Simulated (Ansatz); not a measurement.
**SrO at 3.6 GPa: an elastic run with cutoff 300 eV**

All numbers below come from DFT PBEsol, scalar-relativistic, plane waves, PAW (Ansatz 0.2.0).

Launched with:
```bash
ansatz run input.yaml --threads 1 --pin off --max-ram 1228MiB --backend cpu --events-out ev --progress --plain --runs-dir out
```

Input (bare energies are in eV):
```yaml
crystal:
  lattice:
    - [0.0, 2.7236, 2.7236]
    - [2.7236, 0.0, 2.7236]
    - [2.7236, 2.7236, 0.0]
  atoms:
    - { symbol: Sr, position: [0.0, 0.0, 0.0] }
    - { symbol: O, position: [0.25, 0.25, 0.25] }
basis:
  ecutwfc: 300
kpoints:
  mp_grid: { grid: [8, 8, 8] }
hamiltonian:
  xc: pbesol
scf:
  occupations: { method: fixed }
output:
  forces: true
  stress: true
  eigenvalues: true
elastic:
  mode: relaxed_ion
  stencil: two_point
```

From the output:
```
--- Elastic constants: 2 strain directions × 2 members + reference (group order 24) ---
  dense FFT box of the reference and of every strained cell: 24×24×24
  strains applied: 11, 23; error gains: componentwise 1.00 (the most a stress slope's error grows in a printed constant), spectral 1.73 (1 for all six strains in a standard setting)
  C = ∂σ_k/∂η_j (tension-positive GPa; Voigt order 11 22 33 23 13 12):
        88.212     81.539     81.539      0.000      0.000     -0.000
        81.539     88.212     81.539      0.000      0.000     -0.000
        81.539     81.539     88.212      0.000      0.000     -0.000
        -0.000     -0.000     -0.000     24.863     -0.000      0.000
         0.000      0.000      0.000      0.000     24.863      0.000
        -0.000      0.000     -0.000      0.000      0.000     24.863
  reference stress σ⁰ (GPa):     -3.855     -3.855     -3.855     -0.000      0.000      0.000
  C* (energy form; C + prestress term) asymmetry max|C*_kj − C*_jk| = 1.421e-14 GPa — a small one proves nothing (zero by symmetry where the batch's group is 432, −43m or m−3m); a large one is finite-difference/SCF noise where every solve ...
  moduli (Voigt/Reuss/Hill, GPa): K = 83.76/83.76/83.76   G = 16.25/6.94/11.60   E = 33.26   ν = 0.434
  mechanically stable: yes (min eigenvalue of sym C = 6.67 GPa)
  strain η (Voigt 11):  stress-route row diagonal C_11 = 88.21 GPa, energy-path curvature d²(F+E_count+ΔE)/dδ²/Ω₀ = 120.58 GPa
         δ    σ_11 (GPa) F (eV) n_scf n_hpsi n_pw
    -2.000e-3      -4.0328       -4055.2846005       8   14099    515   relax 0 steps, max|allowed force component| 1.67e-16 eV/Å
     2.000e-3      -3.6800       -4055.2886254       7   12757    531   relax 0 steps, max|allowed force component| 1.67e-16 eV/Å
  strain η (Voigt 23):  stress-route row diagonal C_44 = 24.86 GPa, energy-path curvature d²(F+E_count+ΔE)/dδ²/Ω₀ = 55.29 GPa
         δ    σ_23 (GPa) F (eV) n_scf n_hpsi n_pw
    -2.000e-3      -0.0497       -4055.2872578       9   21291    531   relax 3 steps, max|allowed force component| 2.90e-9 eV/Å
     2.000e-3       0.0497       -4055.2872578       9   21292    531   relax 2 steps, max|allowed force component| 5.99e-8 eV/Å
```

The run took 41 s on 1 thread of Arm Neoverse N1 (shared host), peak memory 0.32 GiB.

Beside the reference run (Plane waves to 420 eV; Γ-centred k mesh 8×8×8; fixed occupations. No spin polarisation.), the elastic coefficients (GPa; two-point stencil, strain 0.002 and ions relaxed unless stated):
```json
{"setting": "reference run", "C11": "84.0", "C12": "78.8", "C44": "23.4"}
{"setting": "cutoff 300 eV", "C11": "88.2", "C12": "81.5", "C44": "24.9"}
```

The cell is the ideal cubic zincblende prototype; this isn't the usual structure of the compound.